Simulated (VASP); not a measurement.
# Te (R-3m) in VASP: further runs, part 2 of 2

VASP 6.6.1.

### Step 3. Density of states, PBEsol+D4, spin-orbit coupling, no magnetisation (volume scaled by 0.8)

POSCAR reads:

```
Te
1.0
    2.1406119697      1.2358828969      1.5697423660
   -2.1406119697      1.2358828969      1.5697423660
    0.0000000000     -2.4717657939      1.5697423660
Te
1
Cartesian
    0.0000000000     -0.0000000001      2.3546135490
```

INCAR.step1 reads:

```
SYSTEM = Te
  ALGO = Fast
  EDIFF = 1E-7
  ENCUT = 520
  GGA = PS
  GGA_COMPAT = .False.
  ISIF = 2
  ISMEAR = 0
  IVDW = 13
  LASPH = .True.
  LCHARG = .True.
  LREAL = .False.
  LSORBIT = .True.
  LWAVE = .False.
  MAGMOM = 0 0 0
  NELM = 100
  PREC = Accurate
  SIGMA = 0.01
```

KPOINTS.step1 reads:

```
k-points
0
Gamma
  7 7 7
  0 0 0
```

INCAR.step2 reads:

```
SYSTEM = Te
  ALGO = Fast
  EDIFF = 1E-7
  ENCUT = 520
  GGA = PS
  GGA_COMPAT = .False.
  ICHARG = 11
  ISIF = 2
  ISMEAR = -5
  IVDW = 13
  LASPH = .True.
  LCHARG = .False.
  LORBIT = 11
  LREAL = .False.
  LSORBIT = .True.
  LWAVE = .False.
  MAGMOM = 0 0 0
  NEDOS = 1001
  NELM = 100
  PREC = Accurate
  SIGMA = 0.01
```

KPOINTS.step2 reads:

```
k-points
0
Gamma
  11 11 11
  0 0 0
```

Potentials or basis: VASP PAW PBE potentials, release 64 (Te).

The run is started by

```
> cat potpaw_PBE.64/Te/POTCAR > POTCAR
> cp INCAR.step1 INCAR
> cp KPOINTS.step1 KPOINTS
> mpirun -np 1 vasp_ncl > vasp.out
> cp INCAR.step2 INCAR
> cp KPOINTS.step2 KPOINTS
> mpirun -np 1 vasp_ncl > vasp.out
```

OUTCAR:

```text
SYSTEM = Te
   EDIFF = 1E-7
   ENCUT = 520
   GGA = PS
   ICHARG = 11
   ISIF = 2
   ISMEAR = -5
   IVDW = 13
   LASPH = .True.
   LORBIT = 11
   LREAL = .False.
   LSORBIT = .True.
   NELM = 100
   PREC = Accurate

 ion  position               nearest neighbor table
   1  0.500  0.500  0.500-

  LATTYP: Found a trigonal (rhomboedric) cell.
 ALAT       =     2.9280910565
 COS(alpha) =    -0.0688991669

  Lattice vectors:

 A1 = (   2.1406119697,   1.2358828969,   1.5697423660)
 A2 = (  -2.1406119697,   1.2358828969,   1.5697423660)
 A3 = (   0.0000000000,  -2.4717657939,   1.5697423660)

Analysis of symmetry for initial positions (statically):
=====================================================================
 Subroutine PRICEL returns:
 Original cell was already a primitive cell.

 Routine SETGRP: Setting up the symmetry group for a
 trigonal (rhombohedral) supercell.

 Subroutine GETGRP returns: Found 12 space group operations
 (whereof 12 operations were pure point group operations)
 out of a pool of 12 trial point group operations.

The static configuration has the point symmetry D_3d.

Analysis of symmetry for dynamics (positions and initial velocities):
=====================================================================
 Subroutine PRICEL returns:
 Original cell was already a primitive cell.

 Routine SETGRP: Setting up the symmetry group for a
 trigonal (rhombohedral) supercell.

 Subroutine GETGRP returns: Found 12 space group operations
 (whereof 12 operations were pure point group operations)
 out of a pool of 12 trial point group operations.

The dynamic configuration has the point symmetry D_3d.

[... 224 lines left out ...]
--------------------------------------------------------------------------------------------------------

  FREE ENERGIE OF THE ION-ELECTRON SYSTEM (eV)
  ---------------------------------------------------
  free  energy   TOTEN  =        -3.6383547798 eV

  energy  without entropy=       -3.6383547798  energy(sigma->0) =       -3.63835478

--------------------------------------------------------------------------------------------------------

--------------------------------------------------------------------------------------------------------

 -----------------------------------------------------------------------------
|                                                                             |
|           W    W    AA    RRRRR   N    N  II  N    N   GGGG   !!!           |
|           W    W   A  A   R    R  NN   N  II  NN   N  G    G  !!!           |
|           W    W  A    A  R    R  N N  N  II  N N  N  G       !!!           |
|           W WW W  AAAAAA  RRRRR   N  N N  II  N  N N  G  GGG   !            |
|           WW  WW  A    A  R   R   N   NN  II  N   NN  G    G                |
|           W    W  A    A  R    R  N    N  II  N    N   GGGG   !!!           |
|                                                                             |
|     Tetrahedron method does not include variations of the Fermi             |
|     occupations, so forces and stress will be inaccurate. We suggest        |
|     using a different smearing scheme ISMEAR = 1 or 2 for metals in         |
|     relaxations.                                                            |
|                                                                             |
 -----------------------------------------------------------------------------

 Spin-Orbit-Coupling matrix elements

 Ion:    1  E_soc:     -0.2302355
 l=   1
     0.0000000    -0.0381555    -0.0380391
    -0.0381555     0.0000000    -0.0381555
    -0.0380391    -0.0381555     0.0000000
 l=   2
     0.0000000    -0.0000624     0.0000000    -0.0000624    -0.0001836
    -0.0000624     0.0000000    -0.0001306    -0.0000732    -0.0000624
     0.0000000    -0.0001306     0.0000000    -0.0001306     0.0000000
    -0.0000624    -0.0000732    -0.0001306     0.0000000    -0.0000624
    -0.0001836    -0.0000624     0.0000000    -0.0000624     0.0000000
 l=   3
     0.0000000     0.0000000     0.0000000     0.0000000     0.0000000     0.0000000     0.0000000
     0.0000000     0.0000000     0.0000000     0.0000000     0.0000000     0.0000000     0.0000000
     0.0000000     0.0000000     0.0000000     0.0000000     0.0000000     0.0000000     0.0000000
     0.0000000     0.0000000     0.0000000     0.0000000     0.0000000     0.0000000     0.0000000
     0.0000000     0.0000000     0.0000000     0.0000000     0.0000000     0.0000000     0.0000000
     0.0000000     0.0000000     0.0000000     0.0000000     0.0000000     0.0000000     0.0000000
     0.0000000     0.0000000     0.0000000     0.0000000     0.0000000     0.0000000     0.0000000

 total charge

# of ion       s       p       d       tot
------------------------------------------
    1        1.450   1.880   0.093   3.423

 magnetization (x)

# of ion       s       p       d       tot
------------------------------------------
    1        0.000  -0.000   0.000  -0.000

 magnetization (y)

# of ion       s       p       d       tot
------------------------------------------
    1        0.000   0.000   0.000   0.000

 magnetization (z)

# of ion       s       p       d       tot
------------------------------------------
    1        0.000   0.000   0.000   0.000

 BZINTS: Fermi energy:   10.352858;    6.000000 electrons
         Band energy: 0.209462E+02;  BLOECHL correction:   -0.152957
 BZINTS: Fermi energy:   10.352858;    6.000000 electrons
         Band energy: 0.209462E+02;  BLOECHL correction:   -0.152957
 BZINTS: Fermi energy:   10.352858;    6.000000 electrons
         Band energy: 0.209462E+02;  BLOECHL correction:   -0.152957
 BZINTS: Fermi energy:   10.352858;    6.000000 electrons
         Band energy: 0.209462E+02;  BLOECHL correction:   -0.152957

=======================================================================
```

OUTCAR.step1:

```text
SYSTEM = Te
   EDIFF = 1E-7
   ENCUT = 520
   GGA = PS
   ISIF = 2
   ISMEAR = 0
   IVDW = 13
   LASPH = .True.
   LREAL = .False.
[... 676 lines left out ...]
 l=   3
     0.0000000     0.0000000     0.0000000     0.0000000     0.0000000     0.0000000     0.0000000
     0.0000000     0.0000000     0.0000000     0.0000000     0.0000000     0.0000000     0.0000000
     0.0000000     0.0000000     0.0000000     0.0000000     0.0000000     0.0000000     0.0000000
     0.0000000     0.0000000     0.0000000     0.0000000     0.0000000     0.0000000     0.0000000
     0.0000000     0.0000000     0.0000000     0.0000000     0.0000000     0.0000000     0.0000000
     0.0000000     0.0000000     0.0000000     0.0000000     0.0000000     0.0000000     0.0000000
     0.0000000     0.0000000     0.0000000     0.0000000     0.0000000     0.0000000     0.0000000

=======================================================================
```

It took 59 s on 1 thread of AMD EPYC 9R45 (Zen 5), shared host; peak memory 0.2 GiB.

Results:

```yaml
Valence_electrons_inside_the_program's_atomic_spheres: Te 3.42
Dispersion_energy_per_atom: -0.365 eV
```

Caveat: the PAW data sets were made with another functional, which shifts forces and pressure a little.

### Step 4. Density of states, HSE06, spin-orbit coupling, no magnetisation (cell strained at random at fixed volume)

POSCAR reads:

```
Te
1.0
    2.2934840000      1.3377440000      1.7344070000
   -2.2278540000      1.2826480000      1.6882870000
   -0.0149000000     -2.6801180000      1.7583700000
Te
1
Direct
    0.5087460000      0.4649280000      0.5151110000
```

INCAR.step1 reads:

```
ALGO = Normal
EDIFF = 1E-5
ENCUT = 520
GGA = PE
GGA_COMPAT = F
ISIF = 2
ISMEAR = -5
LASPH = T
LCHARG = F
LREAL = F
LSORBIT = T
LWAVE = T
MAGMOM = 0 0 0
NBANDS = 17
NELM = 100
PREC = Accurate
SIGMA = 0.05
```

INCAR.step2 reads:

```
ALGO = Normal
EDIFF = 1E-6
ENCUT = 520
GGA = PE
GGA_COMPAT = F
HFSCREEN = 0.2
ISIF = 2
ISMEAR = -5
ISTART = 1
LASPH = T
LCHARG = F
LHFCALC = T
LORBIT = 11
LREAL = F
LSORBIT = T
LWAVE = F
MAGMOM = 0 0 0
NBANDS = 17
NEDOS = 2001
NELM = 100
PREC = Accurate
PRECFOCK = Fast
SIGMA = 0.05
```

KPOINTS reads:

```
k-points
0
Gamma
  5 5 5
```

Potentials or basis: VASP PAW PBE potentials, release 54 (Te).

The run is started by

```
> cat potpaw_PBE.54/Te/POTCAR > POTCAR
> cp INCAR.step1 INCAR
> mpirun -np 1 vasp_ncl > vasp.out
> cp INCAR.step2 INCAR
> mpirun -np 1 vasp_ncl > vasp.out
```

Run time: 25 min. Hardware: 1 thread of AMD EPYC 9R45 (Zen 5), shared host; peak memory 0.32 GiB.

Results (log left out):

```yaml
Free_energy: -3.8262 eV
Pressure: 0.1 GPa
Valence_electrons_inside_the_program's_atomic_spheres: Te 3.34
```

Stress tensor (GPa, compression positive):
```
-0.22 -0.64  0.25
-0.64 -0.08  0.62
 0.25  0.62  0.47
```

Caveat: the k mesh is coarse (spacing up to 0.41 Å⁻¹), so the values aren't converged, least of all with exact exchange; the PAW data sets were made with another functional, which shifts forces and pressure a little.
